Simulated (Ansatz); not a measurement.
Band structure of Li₃N (P6/mmm, 4 atoms in the cell).

```xyz
4
Lattice="3.5726 0.0000 0.0000 -1.7863 3.0939 0.0000 0.0000 0.0000 3.8149" Properties=species:S:1:pos:R:3 pbc="T T T"
Li     0.0000     0.0000     1.9075
Li     0.0000     2.0626     0.0000
Li     1.7863     1.0313     0.0000
N      0.0000     0.0000     0.0000
```

Computed with PBE, PAW files (plane waves; Ansatz, a first-principles code).

Settings: basis.ecutwfc = 30.9 Ry; kpoints.mp_grid.grid = 6 6 5; hamiltonian.xc = pbe; hamiltonian.pseudopotentials = {kind: paw} (the program's default PAW files); scf.occupations.method = fixed; kpoints.band_path.npoints = 8.

The starting cell comes from a database of computed structures (which also holds hypothetical and non-ambient phases and stackings), without a prior relaxation at this level. Its lattice was rescaled by a random factor within 2.5 % of one.

Problem. Predict the gap along the standard path and the places of the band edges.

Solution. The gap along the path is 1.15 eV, from A to L; the smallest direct gap on it is 1.39 eV. Another conduction valley lies within 0.1 eV, so the order of the valleys is not sure.

Levels in eV from the top of the valence band on the path, bands 4 to 10:
```csv
point,4,5,6,7,8,9,10
Γ,-11.53,-1.64,-0.21,-0.21,1.18,7.52,7.52
M,-11.43,-2.37,-1.28,-0.80,4.71,4.80,7.16
K,-11.42,-2.02,-2.02,-0.69,5.40,5.40,7.63
A,-11.59,-2.81,0.00,0.00,4.12,7.15,8.35
L,-11.55,-1.43,-0.98,-0.69,1.15,6.12,8.08
H,-11.55,-1.32,-1.32,-0.37,2.44,2.44,9.65
```

Keys are those of Ansatz 0.2.
